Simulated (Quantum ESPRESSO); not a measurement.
**SnTe: equation of state with PBE**

SnTe:

```
Te Sn
1.0
     0.00000    3.61115    3.61115
     3.61115    0.00000    3.61115
     3.61115    3.61115    0.00000
Te Sn
1 1
Direct
  0.25000 0.25000 0.25000
  0.00000 0.00000 0.00000
```

Measurements of this composition are mostly on another form, of space group No. 225.

- Program: Quantum ESPRESSO 7.5
- Task: equation of state
- Functional: PBE
- Potentials or basis: SSSP 1.3 efficiency PBE
- Cutoff: 816 eV
- Density cutoff: 6531 eV
- k mesh: 7 × 7 × 7
- Occupations: fermi-dirac, width 0.05 eV
- Spin: no spin polarisation
- Mixing beta: 0.5
- Most SCF iterations: 120
- SCF threshold: 4e-10 Ry

```
Equilibrium volume                      : 46.95 Å³/atom
Bulk modulus                            : 24 GPa
Pressure derivative of the bulk modulus : 3.7
```

Energy against volume, from the lowest point:
| volume (Å³/atom) | energy (meV/atom) |
| --- | --- |
| 44.265 | 12.82 |
| 45.207 | 5.22 |
| 46.149 | 1.05 |
| 47.091 | 0.00 |
| 48.033 | 1.80 |
| 48.974 | 6.18 |
| 49.916 | 12.91 |

All runs of the series together: 2.5 min on 1 thread of AMD EPYC 9R45 96-Core Processor (Zen 5), on a shared host.

The run has no spin-orbit coupling, so splittings on Te are missing.
